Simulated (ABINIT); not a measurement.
# ZnS (F-43m) in ABINIT: single point with PBE

Aim: the single point of ZnS with PBE.

All numbers are computed with ABINIT 10.8.3 (patched build); they aren't measurements. Logs are shortened: lines on timing, memory, paths and dates and some standing lists are left out, and cuts for length are marked. The log counts tension as positive stress, the text compression.

**What was measured.**

From “Electronic, vibrational, and thermodynamic properties of ZnS (zincblende and rocksalt structure)”, 2009, arxiv:0911.5022, for a bulk crystal of ZnS at 19 K: band gap 3.85 eV (direct).

How close the calculation comes is told below.

## (1) The structure

The structure is cubic, space group F-43m (No. 216). Conventional cell: a = 5.404 Å, b = 5.404 Å, c = 5.404 Å, α = 90.00°, β = 90.00°, γ = 90.00°. Zn (site symmetry -43m) has 4 S at 2.34 Å as nearest neighbours. S (site symmetry -43m) has 4 Zn at 2.34 Å as nearest neighbours.

## (2) Single point, PBE

File run.abi:

```
pp_dirpath "./"
pseudos "Zn.upf, S.upf"

acell 3*1.0 Angstrom
rprim
     0.0000000000     2.7020000000     2.7020000000
     2.7020000000     0.0000000000     2.7020000000
     2.7020000000     2.7020000000     0.0000000000
ntypat 2
znucl 30 16
natom 2
typat 1 2
xred
     0.7500000000     0.7500000000     0.7500000000
     0.0000000000     0.0000000000     0.0000000000

ecut 40.0

kptopt 1
ngkpt 7 7 7
nshiftk 1
shiftk 0.0 0.0 0.0

ixc 11

nband 17
occopt 3
tsmear 0.05 eV

nstep 100
tolvrs 1.0e-10

iomode 3
prtwf 0
prteig 0
prtebands 0
prtden 1
prtvha 1
prtvclmb 1
prtpot 1
prtelf 1
```

Potentials or basis: PseudoDojo NC SR PBE v0.4.1 standard.

On the command line:

```bash
$ mpirun --bind-to none -np 4 abinit run.abi > log 2>&1
```

run.abo:

```text
.Version 10.8.3 of ABINIT
 Symmetries : space group F-4 3 m (#216); Bravais cF (face-center cubic)
================================================================================
 Values of the parameters that define the memory need of the present run
     intxc =       0    ionmov =       0      iscf =       7    lmnmax =       6
     lnmax =       6     mgfft =      45  mpssoang =       3    mqgrid =    3001
     natom =       2  nloc_mem =       1    nspden =       1   nspinor =       1
    nsppol =       1      nsym =      24    n1xccc =    2501    ntypat =       2
    occopt =       3   xclevel =       2
       mpw =        3242          nfft =       91125          nkpt =          20
================================================================================
================================================================================

--------------------------------------------------------------------------------
------------- Echo of variables that govern the present computation ------------
--------------------------------------------------------------------------------
 -outvars: echo values of preprocessed input variables --------
            acell      1.8897261259E+00  1.8897261259E+00  1.8897261259E+00 Bohr
              amu      6.53900000E+01  3.20660000E+01
             ecut      4.00000000E+01 Hartree
              ixc          11
         kptrlatt        7    0    0      0    7    0      0    0    7
          kptrlen      5.05472170E+01
            natom           2
            nband          17
            ngfft          45      45      45
             nkpt          20
            nstep         100
             nsym          24
           ntypat           2
           occopt           3
        prtebands           0
           prteig           0
           prtelf           1
           prtpot           1
         prtvclmb           1
           prtvha           1
            prtwf           0
            rprim      0.0000000000E+00  2.7020000000E+00  2.7020000000E+00
                       2.7020000000E+00  0.0000000000E+00  2.7020000000E+00
                       2.7020000000E+00  2.7020000000E+00  0.0000000000E+00
          spgroup         216
           tolvrs      1.00000000E-10
           tsmear      1.83746611E-03 Hartree
            typat      1  2
           xangst      4.0530000000E+00  4.0530000000E+00  4.0530000000E+00
                       0.0000000000E+00  0.0000000000E+00  0.0000000000E+00
            xcart      7.6590599883E+00  7.6590599883E+00  7.6590599883E+00
                       0.0000000000E+00  0.0000000000E+00  0.0000000000E+00
             xred      7.5000000000E-01  7.5000000000E-01  7.5000000000E-01
                       0.0000000000E+00  0.0000000000E+00  0.0000000000E+00
            znucl       30.00000   16.00000

================================================================================

 chkinp: Checking input parameters for consistency.

================================================================================
== DATASET  1 ==================================================================

--- !DatasetInfo
iteration_state: {dtset: 1, }
dimensions: {natom: 2, nkpt: 20, mband: 17, nsppol: 1, nspinor: 1, nspden: 1, mpw: 3242, }
cutoff_energies: {ecut:  40.0, pawecutdg:  -1.0, }
electrons: {nelect:   2.60000000E+01, charge:   0.00000000E+00, occopt:   3.00000000E+00, tsmear:   1.83746611E-03, }
meta: {optdriver: 0, ionmov: 0, optcell: 0, iscf: 7, paral_kgb: 0, }
...

 Exchange-correlation functional for the present dataset will be:
  GGA: Perdew-Burke-Ernzerhof functional - ixc=11
  J.P.Perdew, K.Burke, M.Ernzerhof, PRL 77, 3865 (1996)

 Real(R)+Recip(G) space primitive vectors, cartesian coordinates (Bohr,Bohr^-1):
 R(1)=  0.0000000  5.1060400  5.1060400  G(1)= -0.0979232  0.0979232  0.0979232
 R(2)=  5.1060400  0.0000000  5.1060400  G(2)=  0.0979232 -0.0979232  0.0979232
 R(3)=  5.1060400  5.1060400  0.0000000  G(3)=  0.0979232  0.0979232 -0.0979232
 Unit cell volume ucvol=  2.6624572E+02 bohr^3
 Angles (23,13,12)=  6.00000000E+01  6.00000000E+01  6.00000000E+01 degrees

 getcut: wavevector=  0.0000  0.0000  0.0000  ngfft=  45  45  45
         ecut(hartree)=     40.000   => boxcut(ratio)=   2.14022

--- Pseudopotential description ------------------------------------------------
- pspini: atom type   1  psp file is ./Zn.upf
12 -101130 2 -1 1326                          pspcod,pspxc,lmax,lloc,mmax
     nproj     2     2     2

- pspini: atom type   2  psp file is ./S.upf
12 -101130 2 -1 1146                          pspcod,pspxc,lmax,lloc,mmax
     nproj     2     2     2

   9.28196294E+02                                ecore*ucvol(ha*bohr**3)
--------------------------------------------------------------------------------

================================================================================

--- !BeginCycle
iteration_state: {dtset: 1, }
solver: {iscf: 7, nstep: 100, nline: 4, wfoptalg: 0, }
tolerances: {tolvrs: 1.00E-10, }
...

     iter   Etot(hartree)      deltaE(h)  residm     vres2
 ETOT  1  -218.08908718211    -2.181E+02 3.122E-01 4.626E+03
 ETOT  2  -219.15676372200    -1.068E+00 2.873E-02 7.666E+03
 ETOT  3  -220.02285197306    -8.661E-01 1.001E-02 9.920E+02
 ETOT  4  -220.09540988102    -7.256E-02 3.988E-03 3.702E+02
 ETOT  5  -220.13582010810    -4.041E-02 2.547E-03 2.713E+01
 ETOT  6  -220.13874685795    -2.927E-03 7.380E-04 2.258E+00
 ETOT  7  -220.13901708013    -2.702E-04 3.954E-04 1.135E-01
 ETOT  8  -220.13902732633    -1.025E-05 9.943E-05 4.369E-02
 ETOT  9  -220.13903307234    -5.746E-06 3.755E-05 6.681E-04
 ETOT 10  -220.13903316422    -9.188E-08 1.014E-05 3.434E-07
 ETOT 11  -220.13903316433    -1.120E-10 1.099E-05 7.754E-08
 ETOT 12  -220.13903316435    -1.319E-11 7.433E-06 6.734E-09
 ETOT 13  -220.13903316435     1.535E-12 1.456E-05 1.264E-10
 ETOT 14  -220.13903316435    -7.958E-13 1.028E-05 3.757E-12

 At SCF step   14       vres2   =  3.76E-12 < tolvrs=  1.00E-10 =>converged.

 Compute ELF
--------------------------------------------------------------------------------

 Compute kinetic energy density

 Compute gradient of the electron density
 Electron Localization Function (ELF) [min:0;max:1]
)     Maximum=    8.9596E-01  at reduced coord.    0.9111    0.9111    0.9111
)     Minimum=    1.7289E-08  at reduced coord.    0.0000    0.0000    0.0000
   Integrated=    8.3425E+01

--------------------------------------------------------------------------------
 End of ELF section

 Cartesian components of stress tensor (hartree/bohr^3)
  sigma(1 1)= -5.16984571E-05  sigma(3 2)=  0.00000000E+00
  sigma(2 2)= -5.16984571E-05  sigma(3 1)=  0.00000000E+00
  sigma(3 3)= -5.16984571E-05  sigma(2 1)=  0.00000000E+00

--- !ResultsGS
iteration_state: {dtset: 1, }
comment   : Summary of ground state results
lattice_vectors:
- [  0.0000000,   5.1060400,   5.1060400, ]
- [  5.1060400,   0.0000000,   5.1060400, ]
- [  5.1060400,   5.1060400,   0.0000000, ]
lattice_lengths: [   7.22103,    7.22103,    7.22103, ]
lattice_angles: [ 60.000,  60.000,  60.000, ] # degrees, (23, 13, 12)
lattice_volume:   2.6624572E+02
convergence: {deltae: -7.958E-13, res2:  3.757E-12, residm:  1.028E-05, diffor: null, }
etotal    :  -2.20139033E+02
entropy   :   0.00000000E+00
fermie    :   1.74240064E-01
cartesian_stress_tensor: # hartree/bohr^3
- [ -5.16984571E-05,   0.00000000E+00,   0.00000000E+00, ]
- [  0.00000000E+00,  -5.16984571E-05,   0.00000000E+00, ]
- [  0.00000000E+00,   0.00000000E+00,  -5.16984571E-05, ]
pressure_GPa:   1.5210E+00
xred      :
- [  7.5000E-01,   7.5000E-01,   7.5000E-01, Zn]
- [  0.0000E+00,   0.0000E+00,   0.0000E+00,  S]
cartesian_forces: # hartree/bohr
- [  1.04645045E-28,   1.04645045E-28,  -3.13935136E-28, ]
- [ -1.04645045E-28,  -1.04645045E-28,   3.13935136E-28, ]
force_length_stats: {min:   3.47068352E-28, max:   3.47068352E-28, mean:   3.47068352E-28, }
...

 Integrated electronic density in atomic spheres:
 ------------------------------------------------
 Atom  Sphere_radius  Integrated_density
    1        2.00000         18.11569832
    2        2.00000          3.95052335
================================================================================

 ----iterations are completed or convergence reached----

 Mean square residual over all n,k,spin=   30.683E-09; max=  10.283E-06
 reduced coordinates (array xred) for    2 atoms
       0.750000000000      0.750000000000      0.750000000000
       0.000000000000      0.000000000000      0.000000000000
 rms dE/dt=  1.5232E-27; max dE/dt=  2.1541E-27; dE/dt below (all hartree)
    1       0.000000000000      0.000000000000     -0.000000000000
    2       0.000000000000      0.000000000000     -0.000000000000

 cartesian coordinates (angstrom) at end:
    1      4.05300000000000     4.05300000000000     4.05300000000000
    2      0.00000000000000     0.00000000000000     0.00000000000000

 cartesian forces (hartree/bohr) at end:
    1      0.00000000000000     0.00000000000000    -0.00000000000000
    2     -0.00000000000000    -0.00000000000000     0.00000000000000
 frms,max,avg= 2.0038001E-28 3.1393514E-28   0.000E+00  0.000E+00  0.000E+00 h/b

 cartesian forces (eV/Angstrom) at end:
    1      0.00000000000000     0.00000000000000    -0.00000000000000
    2     -0.00000000000000    -0.00000000000000     0.00000000000000
 frms,max,avg= 1.0303954E-26 1.6143194E-26   0.000E+00  0.000E+00  0.000E+00 e/A
 length scales=  1.889726125908  1.889726125908  1.889726125908 bohr
              =  1.000000000000  1.000000000000  1.000000000000 angstroms
 Fermi (or HOMO) energy (hartree) =   0.17424   Average Vxc (hartree)=  -0.36259
 Eigenvalues (hartree) for nkpt=  20  k points:
 kpt#   1, nband= 17, wtk=  0.00292, kpt=  0.0000  0.0000  0.0000 (reduced coord)
  -4.45548   -2.77094   -2.77094   -2.77094   -0.34849   -0.09850   -0.09850   -0.09850
  -0.08027   -0.08027    0.13428    0.13428    0.13428    0.21192    0.36870    0.36870
   0.36870
      occupation numbers for kpt#   1
   2.00000    2.00000    2.00000    2.00000    2.00000    2.00000    2.00000    2.00000
   2.00000    2.00000    2.00000    2.00000    2.00000    0.00000    0.00000    0.00000
   0.00000
 prteigrs : prtvol=0 or 1, do not print more k-points.

--- !EnergyTerms
iteration_state     : {dtset: 1, }
comment             : Components of total free energy in Hartree
kinetic             :  9.63297088468282E+01
hartree             :  9.22948182265694E+01
xc                  : -2.56677204890571E+01
Ewald energy        : -1.07297656327938E+02
psp_core            :  3.48623933294040E+00
local_psp           : -2.32588867752363E+02
non_local_psp       : -4.66955550013266E+01
internal            : -2.20139033164347E+02
'-kT*entropy'       : -5.89340055639643E-13
total_energy        : -2.20139033164347E+02
total_energy_eV     : -5.99028825925187E+03
band_energy         : -2.67591019070100E+01
...

 Cartesian components of stress tensor (hartree/bohr^3)
  sigma(1 1)= -5.16984571E-05  sigma(3 2)=  0.00000000E+00
  sigma(2 2)= -5.16984571E-05  sigma(3 1)=  0.00000000E+00
  sigma(3 3)= -5.16984571E-05  sigma(2 1)=  0.00000000E+00

-Cartesian components of stress tensor (GPa)         [Pressure=  1.5210E+00 GPa]
- sigma(1 1)= -1.52102112E+00  sigma(3 2)=  0.00000000E+00
- sigma(2 2)= -1.52102112E+00  sigma(3 1)=  0.00000000E+00
- sigma(3 3)= -1.52102112E+00  sigma(2 1)=  0.00000000E+00

== END DATASET(S) ==============================================================
================================================================================

 -outvars: echo values of variables after computation  --------
            acell      1.8897261259E+00  1.8897261259E+00  1.8897261259E+00 Bohr
           etotal     -2.2013903316E+02
            fcart      1.0464504534E-28  1.0464504534E-28 -3.1393513601E-28
                      -1.0464504534E-28 -1.0464504534E-28  3.1393513601E-28
            rprim      0.0000000000E+00  2.7020000000E+00  2.7020000000E+00
                       2.7020000000E+00  0.0000000000E+00  2.7020000000E+00
                       2.7020000000E+00  2.7020000000E+00  0.0000000000E+00
           strten     -5.1698457137E-05 -5.1698457137E-05 -5.1698457137E-05
                       0.0000000000E+00  0.0000000000E+00  0.0000000000E+00
           xangst      4.0530000000E+00  4.0530000000E+00  4.0530000000E+00
                       0.0000000000E+00  0.0000000000E+00  0.0000000000E+00
             xred      7.5000000000E-01  7.5000000000E-01  7.5000000000E-01
                       0.0000000000E+00  0.0000000000E+00  0.0000000000E+00
 Calculation completed.
```

Wall time 16 s (4 MPI ranks of Arm Neoverse V1, shared host); peak memory 0.32 GiB.

What came out:

```yaml
Free_energy: -5990.2883 eV
Pressure: 1.5 GPa
Band_gap_on_the_k_mesh: 2.11 eV, direct
Valence_electrons_inside_the_program's_atomic_spheres: Zn 18.12; S 3.95
```

Levels at points of the mesh, in eV from the valence-band top:
```tsv
k point	band 9	band 10	band 11	band 12	band 13	band 14	band 15	band 16	band 17
(0.00, 0.00, 0.00)	-5.84	-5.84	0.00	0.00	0.00	2.11	6.38	6.38	6.38
```

## (3) Against experiment

Step 2. A measured gap of ZnS is 3.85 eV (direct; 19 K; quoted in “Electronic, vibrational, and thermodynamic properties of ZnS (zincblende and rocksalt structure)”, 2009, arxiv:0911.5022); the calculated 2.11 eV misses it by -1.74 eV. The value is that of PBE, without temperature or zero-point motion. Semilocal functionals fall short of measured gaps as a rule.
